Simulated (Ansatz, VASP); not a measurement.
**Pt: VASP beside Ansatz**

```
Pt
1.0
     0.00000    1.98512    1.98512
     1.98512    0.00000    1.98512
     1.98512    1.98512    0.00000
Pt
1
Direct
  0.00000 0.00000 0.00000
```

Alike in both runs: functional PBE; k mesh 18 × 18 × 18; occupations gaussian, width 0.1 eV; no spin polarisation.

Ansatz relaxed the structure, and its values are those at the end. VASP's run is a single point on that final structure, the one shown.

```csv
,VASP,Ansatz
version,VASP 6.6.1,Ansatz 0.2.0
potentials or method,"VASP PAW PBE potentials, release 64 (Pt)","scalar-relativistic, plane waves, PAW"
plane-wave cutoff (eV),520,420
valence electrons in the cell,10,18
```

Ansatz gave:

```
gap on the k mesh at the Fermi level (eV) : none
pressure (GPa)                            : 0.0
```

Question: What did VASP give for the same quantities?

Answer: gap on the k mesh at the Fermi level (eV): none; pressure (GPa): -0.5.

A gap of «none» marks a metal or a gap that the smearing closes. The two sets of potentials don't hold the same shells in valence.

Spin-orbit coupling is left out, which matters for the levels of Pt.
